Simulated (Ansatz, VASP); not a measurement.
# BaTe in VASP and in Ansatz

```
Ba Te
1.0
     0.00000    3.47140    3.47140
     3.47140    0.00000    3.47140
     3.47140    3.47140    0.00000
Ba Te
1 1
Direct
  0.00000 0.00000 0.00000
  0.50520 0.50520 0.50520
```

Change from the starting cell: all Te atoms moved +0.062 Å, as atom 2 along Cartesian [1 1 1].

Alike in both runs: task single point; functional PBEsol; k mesh 8 × 8 × 8; occupations gaussian, width 0.05 eV; no spin polarisation.

```csv
,VASP,Ansatz
version,VASP 6.6.1,Ansatz 0.2.0
potentials or method,"VASP PAW PBE potentials, release 64 (Ba_sv, Te)","scalar-relativistic, plane waves, PAW"
plane-wave cutoff (eV),520,420
valence electrons in the cell,16,26
```

VASP gave:

```
gap on the k mesh at the Fermi level (eV) : 1.39
least direct gap on the mesh (eV)         : 1.77
pressure (GPa)                            : 0.4
rms of the force components (eV/Å)        : 0.084
```

Problem. Which values does Ansatz return?

Solution. gap on the k mesh at the Fermi level (eV): 1.48; least direct gap on the mesh (eV): 1.83; pressure (GPa): 0.0; rms of the force components (eV/Å): 0.080.

Atom by atom the forces differ by 0.004 eV/Å (rms over components). The two sets of potentials don't hold the same shells in valence.

Caveats: the PAW data sets were made with another functional, which shifts forces and pressure a little (VASP); spin-orbit coupling is left out, which moves the levels of the heavy elements. A k mesh can miss the band edges.
